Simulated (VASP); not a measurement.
Set up this calculation in VASP 6.6.1, as the native input.

| Property | Result |
| --- | --- |
| Task | relaxation of cell and atoms |
| Functional | PBE |
| Potentials or basis | VASP PAW PBE potentials, release 64 (W_sv, C) |
| Cutoff | 520 eV |
| k mesh | 5 × 5 × 3 |
| Occupations | gaussian, width 0.15 eV |
| Spin | no spin polarisation |
| Further INCAR settings | PREC = Normal; ALGO = Fast; EDIFF = 0.0001; IBRION = 2; EDIFFG = -0.08; NSW = 24; ISIF = 3 |

The structure of W2C3 lies in POSCAR:

```
W2C3
1.0
    3.8037489500      0.0000000000      0.0000000000
    0.0000000000      3.8037489500      0.0000000000
    0.0000000000      0.0000000000      5.5978743800
W C
2 3
Direct
    0.0000000000      0.0000000000      0.0000000000
    0.5000000000      0.5000000000      0.5000000000
    0.5000000000      0.5000000000      0.1896060500
    0.5000000000      0.5000000000      0.8103939500
    0.0000000000      0.0000000000      0.5000000000
```

The cell was built by a generator and needn't be a form met in nature.

The input as run:

INCAR

```
  PREC = Normal
  ENCUT = 520
  EDIFF = 1E-4
  ISMEAR = 0
  SIGMA = 0.15
  LREAL = False
  LASPH = True
  NELM = 60
  ALGO = Fast
  ISIF = 3
  LWAVE = False
  LCHARG = False
  GGA = PE
  IBRION = 2
  NSW = 24
  EDIFFG = -0.08
```

KPOINTS

```
regular mesh
0
Gamma
  5 5 3
```

Potentials or basis: VASP PAW PBE potentials, release 64 (W_sv, C).

Run with:

```sh
$ cat potpaw_PBE.64/W_sv/POTCAR potpaw_PBE.64/C/POTCAR > POTCAR
$ mpirun -np 1 vasp_std > vasp.out
```

It gave:

- Relaxed volume: 10.45 Å³/atom
- Relaxed cell: a = 3.014 Å, b = 3.014 Å, c = 5.748 Å, α = 90.00°, β = 90.00°, γ = 90.00°
- Space group after relaxing (to 0.05 Å): P4/mmm (No. 123)
- Energy gained by relaxing: 2523.4 meV/atom
- Ionic steps: 17
- Pressure after relaxing: 0.1 GPa
- Largest force after relaxing: 0.005 eV/Å
- Band gap on the k mesh: none (metal or under the smearing width)

Caveat: the k mesh is coarse (spacing up to 0.37 Å⁻¹), so the values aren't converged; the volume moved by over 15 % at a fixed basis, so the end points are rough; the relaxation stopped at a loose force limit of 0.08 eV/Å, so its end isn't a converged minimum.

Run time: 88 s on 1 thread of AMD EPYC 9R45 96-Core Processor (Zen 5), on a shared host, peak memory 0.14 GiB.
